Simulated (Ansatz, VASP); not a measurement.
# LiCl in VASP and in Ansatz

Contents of INCAR:

```
ALGO = Normal
EDIFF = 1E-6
ENCUT = 520
GGA = PE
ISIF = 2
ISMEAR = -1
LASPH = T
LCHARG = T
LELF = T
LREAL = F
LVHAR = T
LWAVE = F
NBANDS = 12
NELM = 80
PREC = Accurate
SIGMA = 0.02
```

The input KPOINTS:

```
k-points
0
Gamma
  8 8 8
```

File POSCAR:

```
LiCl
1.0
    0.0000000000      2.6856280681      2.6856280681
    2.6856280681      0.0000000000      2.6856280681
    2.6856280681      2.6856280681      0.0000000000
Li Cl
1 1
Direct
    0.0000000000      0.0000000000      0.0000000000
    0.5000000000      0.5000000000      0.5000000000
```

Input for Ansatz:

```yaml
crystal:
  lattice:
    - [0.0, 2.6856280681, 2.6856280681]
    - [2.6856280681, 0.0, 2.6856280681]
    - [2.6856280681, 2.6856280681, 0.0]
  atoms:
    - { symbol: Li, position: [0.0, 0.0, 0.0] }
    - { symbol: Cl, position: [0.5, 0.5, 0.5] }
kpoints:
  mp_grid: { grid: [8, 8, 8] }
  band_path:
    path:
      - [0.0, 0.0, 0.0]
      - [0.5, 0.0, 0.5]
      - [0.625, 0.25, 0.625]
      - [0.375, 0.375, 0.75]
      - [0.5, 0.5, 0.5]
      - [0.5, 0.25, 0.75]
      - [-0.072917, 0.0, 0.072917]
    npoints: 1
hamiltonian:
  xc: pbe
scf:
  occupations: { method: fermi_dirac, width: 0.02 }
  n_extra_bands: 4
output:
  forces: true
  stress: true
  eigenvalues: true
```

Change from the starting cell: hydrostatic strain +5.1%.

Alike in both runs: task single point; functional PBE; k mesh 8 × 8 × 8; occupations fermi-dirac, width 0.02 eV; no spin polarisation.

|  | VASP | Ansatz |
| --- | --- | --- |
| version | VASP 6.6.1 | Ansatz 0.2.0 |
| potentials or method | VASP PAW PBE potentials, release 64 (Li_sv, Cl) | plane waves, PAW |
| plane-wave cutoff (eV) | 520 | 420 |
| valence electrons in the cell | 10 | 10 |

VASP gave:

| Item | Value |
| --- | --- |
| gap on the k mesh at the Fermi level (eV) | 5.62 |

What did Ansatz give for the same quantities?

gap on the k mesh at the Fermi level (eV): 5.61.

 A k mesh can miss the band edges.
